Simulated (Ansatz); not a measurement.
The structure below was relaxed with r2SCAN in Ansatz (plane waves to 500 eV, PAW, no spin-orbit coupling), at pressure 1.8 GPa.

Space group I-42d (No. 122); a = b = 5.4783 Å, c = 11.0504 Å, α = β = γ = 90.00°

```tsv
atom	site	symmetry	x	y	z
Cu	4a	-4..	0.0000	0.0000	0.0000
In	4b	-4..	0.0000	0.0000	0.5000
S	8d	.2.	0.2500	0.2795	0.3750
```

Write out a cell with all atoms.


```
InCuS2
1.0
    5.47829     0.00000     0.00000
    0.00000     5.47829     0.00000
    0.00000     0.00000    11.05044
Cu In S
4 4 8
Direct
  0.00000   0.50000   0.25000
  0.00000   0.00000   0.00000
  0.50000   0.00000   0.75000
  0.50000   0.50000   0.50000
  0.50000   0.00000   0.25000
  0.50000   0.50000   0.00000
  0.00000   0.50000   0.75000
  0.00000   0.00000   0.50000
  0.75000   0.72053   0.37500
  0.25000   0.27947   0.37500
  0.77947   0.25000   0.12500
  0.22053   0.75000   0.12500
  0.25000   0.22053   0.87500
  0.75000   0.77947   0.87500
  0.27947   0.75000   0.62500
  0.72053   0.25000   0.62500
```
This is the conventional cell.

Load acts through the strain it causes; cell and atoms are relaxed under it. Whether these cells are dynamically stable was not tested. All final runs are without spin polarisation. The cell was made from InCuS$_{2}$ in the chalcopyrite structure (space group I-42d, No. 122) by this change: pressure 1.8 GPa.

Ansatz is a quantum-chemistry and plane-wave program.
